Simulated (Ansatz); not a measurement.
Zr, a slab with vacuum:

```
Zr
1.0
     3.13501    0.00000    0.00000
    -1.04500    2.95572    0.00000
     0.00000    0.00000   25.23891
Zr
5
Cartesian
  1.0450 1.4779 7.5000
  0.0000 0.0000 10.0597
  1.0450 1.4779 12.6195
  0.0000 0.0000 15.1792
  1.0450 1.4779 17.7389
```

The cell isn't the ideal one: the (1 1 0) slab of Zr, cut from the database cell, not relaxed.

Below is the output of Ansatz 0.2.0 for this cell. Logs are shortened: lines on timing, memory, paths and dates and some standing lists are left out, and cuts for length are marked.

```text
Warning: RAYON_NUM_THREADS=4 ignored (pool sized by the plan → 4); use --threads N
Engine: ansatz 0.2.0, aarch64-unknown-linux-gnu
Pseudopotentials: kind: paw
Pseudopotential: Zr, paw, valence charge 12, recommended cutoff 420 eV (normal), Zr.paw.azcp
Functional definition: PBE
  parameter kappa = 0.804
  parameter beta = 0.06672455060314922
  exchange = pbe_x(kappa = kappa, mu = beta*pi^2/3)
  correlation = pbe_c(beta = beta)
Crystal: 5 atoms, lattice volume = 233.869 Å³
Basis set: ecut = 420 eV, 4571 PW (Γ), exchange–correlation on 48×48×360 points (8 copies of the dense FFT grid, shifted against one another)
Bands: 36, of which v1, the nominal top of the filled ones, is band 30 counted from 1 (29 counted from 0)
Symmetry: 4 space group operations
k-points: 25 of 81
Non-local potential: Zr, projectors of the file, l = 0: 3, l = 1: 2, l = 2: 2, l = 3: 2
PAW form: soft (Blöchl's): semilocal exchange-correlation on the pseudo side does not see the compensation charge
PAW one-centre angular grid: Zr, 590 points (default); XC on 64 Gauss nodes
Initial density: superposition of atomic densities (neutral atoms: chi_scale 0, normalization atom), corrected by the library's trained network
Initial wavefunctions: pseudopotential atomic-orbital guess
Functional: x = pbe(κ = 0.804, μ = 0.2195149727645171), c = pbe(β = 0.06672455060314922)
SCF iter   1: F=—  HF=-20916.943559 eV  |F-HF|=—  |Δ(HF+E_count)|=         —  Δρ=3.30e-3  dr2=3.89e-1  ethr=1.77e-3  p=0.000 e·Å  D=4.76e-14 V/Å  ΔV_dip=-0.00 eV  dr2_dipole=5.59e-6  V_vac-E_F(+/−)=3.97/3.97 eV  ⟨swp⟩=7.2  Hψ=4000  notcnv=0
efield: sawtooth ramp at fractional position 0.9800 (placed from the atoms, in the widest stretch of the axis that holds none; the zero of the levels goes with the place), width 0.0400; the density the first Hamiltonian is built on has a dipole p = 0.000 e·Å; the dipole correction subtracts the counter field D = 4.76e-14 V/Å, which shifts the + side's vacuum level by -0.00 eV against the − side's; the planar-averaged density in the ramp window peaks in size at 8.8e-5 e/Å³
[... 16 lines left out ...]
Entropy (-TS):   -0.094635 eV (-18.927 meV/atom)
Fermi energy:    4.946546 eV
Dipole field:    D = -0.000001 V/Å  (p = -0.000002 e·Å, saw-weighted, corrected)
Work function:   Φ+ = 4.0602 eV   Φ− = 4.0602 eV
Levels:          The Fermi level and band energies are counted from a zero that moves with the ramp; work functions are not
--- Per-component energies (eV) ---
  E_band       = -1012.169247
  E_kinetic    = 1655.931306
  E_local      = -40082.202124  (includes V_loc(G=0)·N_el)
  E_nonlocal   = 405.255168
  E_hartree    = 19179.630959
  E_xc         = -802.682597
  E_vxc        = -947.181495  (∫ρ·V_xc dr)
  E_paw        = -14771.035915  (= ΣΔE_a)
  E_vpaw       = -403.261383  (= ΣTr[D̂ρ^β])
  E_aug_tail   = 0.000126  (compensation charges beyond the density's cutoff)
  E_efield     = 0.000000  (sawtooth field / dipole correction)
  E_vefield    = 0.000000  (∫n·V_field dr)
  E_ewald      = 13498.255900
  E_smearing   = -0.094635  (= −TS)
  E_closure    = -0.000000  (closes the sum)
  Σ components = -20916.941812   (vs F -20916.941812, Δ=0.00e0)
--- Forces (eV/Å), atoms counted from 1 ---
  atom   1  Zr     0.00000000     0.00000000     0.59140245
  atom   2  Zr     0.00000000     0.00000000    -0.48333359
  atom   3  Zr     0.00000000     0.00000000    -0.00000817
  atom   4  Zr     0.00000000     0.00000000     0.48335301
  atom   5  Zr     0.00000000     0.00000000    -0.59141365
  max |Σ_I F_I| component: 5.81e-8 eV/Å
--- Band table (eV; the first three rows and the last of 25) ---
  k-point 0: bands = ["-43.8833", "-43.8832", "-43.5264", "-43.4707", "-43.4265", "-22.1092", "-22.0762", "-21.7848", "-21.6098", "-21.6089", "-21.4551", "-21.4551", "-21.4500", "-21.3255", "-21.2090", "-21.1936", "-21.1212", "-21.1026", "-21.1019", "-21.0929", "-0.1175", "0.5159", "1.3010", "1.9722", "2.2342", "4.4048", "4.6013", "4.9412", "4.9636", "4.9917", "5.4677", "5.6461", "5.6910", "5.9156", "6.0058", "6.1947"]
  k-point 1: bands = ["-43.8749", "-43.8749", "-43.5155", "-43.4629", "-43.4215", "-22.0874", "-22.0632", "-21.7916", "-21.6680", "-21.6453", "-21.4912", "-21.4906", "-21.4711", "-21.3389", "-21.2769", "-21.1822", "-21.1745", "-21.1379", "-21.1337", "-21.1110", "0.1798", "0.7987", "1.5785", "2.2615", "2.5270", "4.4409", "4.6186", "4.8912", "4.9562", "4.9929", "5.3702", "5.4333", "5.5461", "5.7880", "5.8107", "6.1325"]
  k-point 2: bands = ["-43.8537", "-43.8537", "-43.4868", "-43.4429", "-43.4096", "-22.0369", "-22.0342", "-21.8686", "-21.8433", "-21.7389", "-21.5855", "-21.5328", "-21.5236", "-21.4339", "-21.4105", "-21.3012", "-21.2223", "-21.1822", "-21.1381", "-21.1203", "0.9706", "1.5048", "2.2050", "2.8847", "3.2219", "4.3873", "4.4976", "4.8381", "4.8440", "4.8779", "5.0717", "5.1178", "5.1400", "5.3875", "5.3911", "6.6477"]
  k-point 24: bands = ["-43.7670", "-43.7670", "-43.3969", "-43.3556", "-43.3245", "-22.2026", "-22.2018", "-21.9305", "-21.9157", "-21.9141", "-21.9117", "-21.9017", "-21.8330", "-21.7372", "-21.6432", "-21.6000", "-21.5091", "-21.4072", "-21.3550", "-21.1723", "2.4490", "2.7210", "2.7605", "2.8955", "3.0514", "3.1818", "3.2935", "4.0587", "4.6188", "5.0936", "5.3128", "6.3966", "6.4371", "6.7262", "7.0721", "7.2533"]
```

Question: What input gives this log?

Answer: Single point with PBE, no spin polarisation. The files as run (others can give the same):

input.yaml
```yaml
crystal:
  lattice:
    - [3.1350119617, 0.0, 0.0]
    - [-1.0450039872, 2.955717623, 0.0]
    - [0.0, 0.0, 25.2389061916]
  atoms:
    - { symbol: Zr, position: [0.5, 0.5, 0.2971602629] }
    - { symbol: Zr, position: [0.0, 0.0, 0.3985801315] }
    - { symbol: Zr, position: [0.5, 0.5, 0.5] }
    - { symbol: Zr, position: [0.0, 0.0, 0.6014198685] }
    - { symbol: Zr, position: [0.5, 0.5, 0.7028397371] }
hamiltonian:
  xc: pbe
  pseudopotentials: { kind: paw }
kpoints:
  mp_grid: { grid: [9, 9, 1] }
scf:
  occupations: { method: fermi_dirac, width: 0.05 }
output:
  forces: true
  eigenvalues: true
  write_density: true
  write_potential: true
  elf: true
  volumetric_format: npy
efield:
  axis: 3
  dipole_correction: true
  ramp_width: 0.04
```

Potentials or basis: Ansatz PAW.
Run with:
```sh
$ ansatz run input.yaml --threads 4 --pin off --max-ram 11264MiB --backend cpu --events-out ev --progress --plain --runs-dir out
```
